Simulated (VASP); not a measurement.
# Al2O3 (Corundum) (R-3c) in VASP: notebook, part 3 of 3

VASP 6.6.1. The steps go on from the part before.

**5. Dielectric tensor, LDA**

Contents of INCAR:

```
SYSTEM = Al2O3
ALGO = Normal
EDIFF = 1E-8
ENCUT = 600
GGA = CA
ISIF = 2
ISMEAR = 0
LASPH = .TRUE.
LCHARG = .FALSE.
LEPSILON = .TRUE.
LREAL = .FALSE.
LWAVE = .FALSE.
NELM = 100
PREC = Accurate
SIGMA = 0.01
```

Contents of KPOINTS:

```
k-points
0
G
  2 2 2
  0 0 0
```

Contents of POSCAR:

```
Al2O3
1.0
    2.3802500000      1.3742379782      4.3318666667
   -2.3802500000      1.3742379782      4.3318666667
    0.0000000000     -2.7484759565      4.3318666667
Al O
4 6
Direct
    0.8521600000      0.8521600000      0.8521600000
    0.6478400000      0.6478400000      0.6478400000
    0.1478400000      0.1478400000      0.1478400000
    0.3521600000      0.3521600000      0.3521600000
    0.0566800000      0.7500000000      0.4433200000
    0.7500000000      0.4433200000      0.0566800000
    0.4433200000      0.0566800000      0.7500000000
    0.9433200000      0.2500000000      0.5566800000
    0.2500000000      0.5566800000      0.9433200000
    0.5566800000      0.9433200000      0.2500000000
```

Potentials or basis: VASP PAW LDA potentials, release 64 (Al, O).

Launch:

```sh
cat potpaw_LDA.64/Al/POTCAR potpaw_LDA.64/O/POTCAR > POTCAR
mpirun -np 1 vasp_std > vasp.out
```

OUTCAR:

```text
SYSTEM = Al2O3
   EDIFF = 1E-8
   ENCUT = 600
   GGA = CA
   ISIF = 2
   ISMEAR = 0
   LASPH = .TRUE.
   LEPSILON = .TRUE.
   LREAL = .FALSE.
   NELM = 100
   PREC = Accurate

 Found      4 irreducible k-points:

 Following reciprocal coordinates:
            Coordinates               Weight
  0.000000  0.000000  0.000000      1.000000
  0.500000  0.000000 -0.000000      3.000000
  0.500000  0.500000 -0.000000      3.000000
  0.500000  0.500000  0.500000      1.000000
   k-points           NKPTS =      4   k-points in BZ     NKDIM =      4   number of bands    NBANDS=     30
   number of dos      NEDOS =    301   number of ions     NIONS =     10
   total plane-waves  NPLWV =  74088
   dimension x,y,z NGX =    42 NGY =   42 NGZ =   42
   dimension x,y,z NGXF=    84 NGYF=   84 NGZF=   84
   ions per type =               4   6
   NGX,Y,Z   is equivalent  to a cutoff of  13.61, 13.61, 13.61 a.u.
   NGXF,Y,Z  is equivalent  to a cutoff of  27.22, 27.22, 27.22 a.u.
 SYSTEM =  Al2O3
   PREC   = accura    normal or accurate (medium, high low for compatibility)
   ISTART =      0    job   : 0-new  1-cont  2-samecut
   ICHARG =      2    charge: 1-file 2-atom 10-const
   ISPIN  =      1    spin polarized calculation?
   LNONCOLLINEAR =      F non collinear calculations
   LSORBIT =      F    spin-orbit coupling
   LASPH  =      T    aspherical Exc in radial PAW
   ENCUT  =  600.0 eV  44.10 Ry    6.64 a.u.  10.25 10.25 10.25*2*pi/ulx,y,z
   NELM   =    100;   NELMIN=  2; NELMDL= -5     # of ELM steps
   EDIFF  = 0.1E-07   stopping-criterion for ELM
   LREAL  =      F    real-space projection
   EDIFFG = 0.1E-06   stopping-criterion for IOM
[... 261 lines left out ...]

 MACROSCOPIC STATIC DIELECTRIC TENSOR (including local field effects in DFT)
 ------------------------------------------------------
           3.393318     0.000000     0.000000
           0.000000     3.393318    -0.000000
           0.000000    -0.000000     3.313218
 ------------------------------------------------------

 PIEZOELECTRIC TENSOR (including local field effects)  for field in x, y, z        (e  Angst)
          XX          YY          ZZ          XY          YZ          ZX
  --------------------------------------------------------------------------------
  x     0.00000     0.00000     0.00000     0.00000     0.00000     0.00000
  y     0.00000     0.00000     0.00000     0.00000     0.00000     0.00000
  z     0.00000     0.00000     0.00000     0.00000     0.00000     0.00000

 PIEZOELECTRIC TENSOR (including local field effects)  for field in x, y, z        (C/m^2)
          XX          YY          ZZ          XY          YZ          ZX
  --------------------------------------------------------------------------------
  x     0.00000     0.00000     0.00000     0.00000     0.00000     0.00000
  y     0.00000     0.00000     0.00000     0.00000     0.00000     0.00000
  z     0.00000     0.00000     0.00000     0.00000     0.00000     0.00000

 BORN EFFECTIVE CHARGES (including local field effects) (in |e|, cummulative output)
 ---------------------------------------------------------------------------------
 ion    1
    1     2.98110     0.02728     0.00000
    2    -0.02728     2.98110    -0.00000
    3    -0.00000    -0.00000     2.94285
 ion    2
    1     2.98110    -0.02728     0.00000
    2     0.02728     2.98110    -0.00000
    3     0.00000    -0.00000     2.94285
 ion    3
    1     2.98110     0.02728    -0.00000
    2    -0.02728     2.98110    -0.00000
    3    -0.00000    -0.00000     2.94285
 ion    4
    1     2.98110    -0.02728     0.00000
    2     0.02728     2.98110    -0.00000
    3     0.00000    -0.00000     2.94285
 ion    5
[... 8 lines left out ...]
    1    -2.07952     0.00000     0.00000
    2     0.00000    -1.89529     0.27294
    3     0.00000     0.37410    -1.96190
 ion    8
    1    -1.94134    -0.07977     0.23637
    2    -0.07977    -2.03346    -0.13647
    3     0.32398    -0.18705    -1.96190
 ion    9
    1    -1.94134     0.07977    -0.23637
    2     0.07977    -2.03346    -0.13647
    3    -0.32398    -0.18705    -1.96190
 ion   10
    1    -2.07952     0.00000     0.00000
    2     0.00000    -1.89529     0.27294
    3     0.00000     0.37410    -1.96190
```

stdout:

```text
POSCAR found type information on POSCAR AlO
 POSCAR found :  2 types and      10 ions
 scaLAPACK will be used
 LDA part: xc-table for (Slater(with rela. corr.)+CA(PZ))
 , standard interpolation
 POSCAR, INCAR and KPOINTS ok, starting setup
 FFT: planning ... GRIDC
 FFT: planning ... GRID_SOFT
 FFT: planning ... GRID
 WAVECAR not read
 entering main loop
 Linear response reoptimize wavefunctions to high precision
 Linear response G [H, r] |phi>, progress :
  Direction:   1
 Linear response G [H, r] |phi>, progress :
  Direction:   2
 Linear response G [H, r] |phi>, progress :
  Direction:   3
 Linear response to external field (no local field effect), progress :
  Direction:   1
 dielectric tensor                  component  1 :     3.396     0.066    -0.094
 Linear response to external field (no local field effect), progress :
  Direction:   2
 dielectric tensor                  component  2 :     0.066     3.639    -0.159
 Linear response to external field (no local field effect), progress :
  Direction:   3
 dielectric tensor                  component  3 :    -0.094    -0.159     3.429
 Linear response to external field, progress :
  Direction:   1
 dielectric tensor                  component  1 :     3.393    -0.047    -0.121
 Linear response to external field, progress :
  Direction:   2
 dielectric tensor                  component  2 :    -0.047     3.393    -0.000
 Linear response to external field, progress :
  Direction:   3
 dielectric tensor                  component  3 :    -0.093    -0.157     3.313
 Born effective charges drift removed
```

Wall time 5.1 min (1 thread of Intel Xeon Platinum 8375C at 2.90GHz (Ice Lake), shared host); peak memory 0.25 GiB.

The run converged, but some of its settings lie outside the range that counts as converged, so its numbers aren't taken as properties of the crystal.

Results:

```yaml
Band_gap_on_the_k_mesh: 6.16 eV, direct
Electronic_dielectric_tensor_diagonal: 3.39, 3.39, 3.31
Born_charges_mean_of_the_diagonal: Al +2.97; O -1.98 e
```

Caveat: the k mesh is coarse (spacing up to 0.80 Å⁻¹), so the values aren't converged.

**6. The reference run**

An earlier run on the cell as given: functional PBE; potentials or basis VASP PAW PBE potentials, release 64 (Al, O); cutoff 520 eV; k mesh 7 × 7 × 7; occupations fermi-dirac, width 0.05 eV; no spin polarisation.

* Pressure: 7.2 GPa
* Largest force: 0.027 eV/Å
* Band gap on the k mesh: 6.22 eV, direct

**7. The runs side by side**

```csv
task,k mesh,smearing,gap on the mesh (eV),pressure (GPa),largest force (eV/Å)
electric field gradients,5 × 5 × 5,gaussian 0.02 eV,6.22,7.2,0.03
core levels,5 × 5 × 5,gaussian 0.02 eV,6.22,7.2,0.03
single point,7 × 7 × 7,fermi-dirac 0.05 eV,6.22,7.2,0.03
```

Alike in all rows: level PBE; potentials or basis VASP PAW PBE potentials, release 64 (Al, O); no spin polarisation; cell as given; cutoff (eV) 520.

On the cell as given the gap runs from 6.22 eV (PBE) to 6.22 eV (PBE); the meshes differ, which moves gaps too.

Caveats: an odd mesh through Γ misses points on the zone boundary, where band edges often lie (some runs).

Absolute energies hang on the potentials; compare differences alone.

**8. How close it comes**

Step 2. A measured gap of Al2O3 is 8.7 eV (optical; quoted in “Multi-petahertz electron interference in Cr:Al2O3 solid-state material”, 2018, pmc:5906618); the calculated 6.22 eV misses it by -2.48 eV. The value is that of PBE, without temperature or zero-point motion. Semilocal functionals fall short of measured gaps as a rule.

Step 3. Against the measured gap of Al2O3, 8.7 eV (optical; quoted in “Multi-petahertz electron interference in Cr:Al2O3 solid-state material”, 2018, pmc:5906618), the calculated 6.22 eV is off by -2.48 eV. The value is that of PBE, without temperature or zero-point motion. Semilocal functionals fall short of measured gaps as a rule.
